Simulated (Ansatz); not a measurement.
# Gap against strain: armchair WSe2 nanoribbon (N = 7, bare edges)

Set-up. Ansatz 0.2.0, plane waves with PAW datasets, PBE, Fermi-Dirac smearing of 0.05 eV, no spin-orbit coupling. The period is scaled from its relaxed value of 5.710 Å and the atoms relax, within the symmetry of the start, at each strain ε (in %); gaps, in eV, are read on a band path.

| period (Å) | energy (eV a cell) | place of the conduction minimum (Γ = 0, Z = 1) | ε | gap |
| --- | --- | --- | --- | --- |
| 5.482 | +0.281 | 0.00 | −4 | 0.333 |
| 5.710 | 0.000 | 0.00 | 0 | 0.4459 |
| 5.824 | +0.069 | 0.00 | 2 | 0.482 |
| 5.939 | +0.266 | 0.00 | 4 | 0.475 |
| 6.053 | +0.572 | 0.00 | 6 | 0.384 |

One run is withheld: period (Å) = 5.596, with ε = −2. Fit a straight line gap = a + b × ε to the 5 rows shown and predict it.

**Fit.** The means are 1.6 for ε and 0.424 for gap. The sum of products of deviations is 0.4442 and the sum of squares in ε is 59.2, so b = 0.4442 / 59.2 = 0.007503 and a = 0.424 − (0.007503) × 1.6 = 0.412. The residuals' standard deviation, with 3 degrees of freedom, is σ = 0.066.

**Prediction.** gap = 0.412 + (0.007503) × −2 = 0.397. The run gave 0.391, so the prediction less the run is +0.006. The standard error of a prediction there, σ√(1 + 1/5 + (−2 − 1.6)²/59.2), is 0.078, and the miss is 0.076 times that, for a point between the fitted rows. With so few rows σ is itself uncertain. The slope is only 0.9 times its own standard error, so the line says little more than the mean does.

The gap does not move one way: it turns somewhere between ε = 0 and 4 %, and the true extreme can lie between the rows, beyond the values shown.

Caveats: Kohn-Sham gaps of a wire among periodic images, which in a check on one flat ribbon (7 Å apart) lowered the gap by 0.2 eV and flattened the slope; the slope b × 100 is a mean deformation potential of the gap, in eV per unit strain. Between neighbouring runs it lies between −4.5 and 2.9 eV, so a bend, a kink or scatter between runs makes one line a rough account. The unstrained row comes from a denser mesh than the others, which shifts its energy a little. Series of this kind are told only where this holds: a gap at every strain (compound wires with polar facets were set aside first). 88 of 101 did.
